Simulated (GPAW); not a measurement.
**Cr: relaxation of cell and atoms with PBEsol+D4**

Crystal: Cr.

```
Cr
1.0
     1.14705   -2.46703    0.00000
     1.14705    2.46703    0.00000
     0.00000    0.00000    4.06431
Cr
2
Direct
  0.87053 0.12947 0.75000
  0.12947 0.87053 0.25000
```

This isn't the form of Cr at room conditions, which is bcc.

```yaml
Program: GPAW 26.7.0
Task: relaxation of cell and atoms
Functional: PBEsol
Dispersion: D4
Potentials_or_basis: PAW data sets generated in the run's folder for this functional
Cutoff: 600 eV
Basis: pw
k_mesh: 10 × 10 × 5
Occupations: fermi-dirac, width 0.05 eV
Spin: collinear spin, ferromagnetic start
Starting_moments: "[3.0, 3.0] μB"
Maxiter: 150
Optimizer: BFGS
Fmax: 0.02 eV/Å
Max_steps: 60
Convergence: density=1e-05 forces=0.0001
```

* Relaxed volume: 11.22 Å³/atom
* Relaxed cell: a = 2.653 Å, b = 2.653 Å, c = 4.170 Å, α = 90.00°, β = 90.00°, γ = 130.12°
* Space group after relaxing (to 0.05 Å): Cmcm (No. 63)
* Energy gained by relaxing: 18.1 meV/atom
* Ionic steps: 10
* Pressure after relaxing: -0.2 GPa
* Band gap on the k mesh: none (metal or under the smearing width)
* Net moment: 0.00 μB per cell
* Dispersion energy per atom: -0.266 eV

Stress tensor (GPa, compression positive):
```
-0.10  0.00  0.00
 0.00 -0.11  0.00
 0.00  0.00 -0.26
```

Step by step:
```csv
step,energy change (eV),largest force (eV/Å),pressure (GPa),volume (Å³)
1,0.0000,0.1463,-6.37,23.00
2,-0.0088,0.1504,-3.98,22.78
3,-0.0175,0.1589,1.56,22.30
4,-0.0195,0.1575,1.89,22.27
5,-0.0322,0.0038,2.49,22.23
6,-0.0352,0.0580,0.69,22.37
7,-0.0358,0.0418,0.09,22.42
8,-0.0361,0.0253,-0.27,22.45
9,-0.0362,0.0115,-0.32,22.46
10,-0.0363,0.0013,-0.16,22.44
```

Final structure:
```yaml
crystal:
  lattice:
    - [1.11864, -2.40539, 0.00000]
    - [1.11864, 2.40539, 0.00000]
    - [0.00000, 0.00000, 4.17005]
  atoms:
    - { symbol: Cr, position: [0.85935, 0.14065, 0.75000] }
    - { symbol: Cr, position: [0.14065, 0.85935, 0.25000] }
```

Levels at points of the mesh, in eV from the Fermi level:
Spin up:
| k point | band 3 | band 4 | band 5 | band 6 | band 7 | band 8 | band 9 | band 10 |
| --- | --- | --- | --- | --- | --- | --- | --- | --- |
| (0.00, 0.00, 0.00) | -2.25 | -1.98 | -0.46 | -0.32 | 0.51 | 1.09 | 1.19 | 1.69 |
| (0.50, 0.00, 0.00) | -3.81 | -1.47 | -0.14 | -0.07 | 0.28 | 2.17 | 2.24 | 2.44 |
| (0.50, 0.50, 0.00) | -3.05 | -2.25 | -1.87 | -1.53 | 0.76 | 2.37 | 2.73 | 2.78 |
Spin down:
```tsv
k point	band 3	band 4	band 5	band 6	band 7	band 8	band 9	band 10
(0.00, 0.00, 0.00)	-2.25	-1.98	-0.46	-0.32	0.51	1.09	1.19	1.69
(0.50, 0.00, 0.00)	-3.81	-1.47	-0.14	-0.07	0.28	2.17	2.24	2.44
(0.50, 0.50, 0.00)	-3.05	-2.25	-1.87	-1.53	0.76	2.37	2.73	2.78
```

Wall time 8.6 min on 1 thread of Arm Neoverse V2, with other jobs on the host, peak memory 0.5 GiB.

Caveat: each step starts from the last one's moments, so a moment once lost doesn't come back; the starting moments collapsed, and a magnetic state may lie lower; later steps reuse the first step's grids; pairwise dispersion overbinds metals, which lowers pressure and volume.
